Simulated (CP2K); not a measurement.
**Sb under changes of volume**

One of the cells (31.554 Å³/atom); the others are scaled copies at fixed shape and fractional positions:

```
Sb
1.0
     3.16000    0.00000    0.00000
     0.00000    3.16000    0.00000
     0.00000    0.00000    3.16000
Sb
1
Direct
  0.00000 0.00000 0.00000
```

This isn't the form of Sb at room conditions, which is rhombohedral.

* Program: CP2K 2026.2
* Functional: r2SCAN
* Potentials or basis: POTENTIAL_UZH Sb GTH-SCAN-q5; TZVP-MOLOPT-SCAN-GTH basis
* Density cutoff: 9184 eV
* k mesh: 8 × 8 × 8
* Occupations: fermi-dirac, width 0.05 eV
* Spin: no spin polarisation

```csv
volume (Å³/atom),energy over the lowest point (meV/atom),pressure (GPa)
29.661,0.00,-0.8
30.292,5.32,-1.9
30.923,15.00,-3.0
31.554,28.54,-3.9
32.186,?,?
32.817,65.43,-5.4
33.448,88.03,-6.0
```

Q: What does the run at 32.186 Å³/atom give?

A: Energy over the lowest point 45.48 meV/atom; pressure -4.7 GPa.

Worked out: A Birch-Murnaghan fit of order 3 (a polynomial in V^(-2/3)) to the other rows has its minimum at 29.30 Å³/atom, just outside them, with B0 = V·E''(V) = 62 GPa and B' = 4.7. It gives 45.49 meV/atom at 32.186 Å³/atom, against the run's 45.48, and -dE/dV = -4.7 GPa, against -4.7.

Energies are extrapolated to zero smearing.

Caveats: the basis of atomic orbitals isn't converged, which shifts pressures, moduli and gaps.
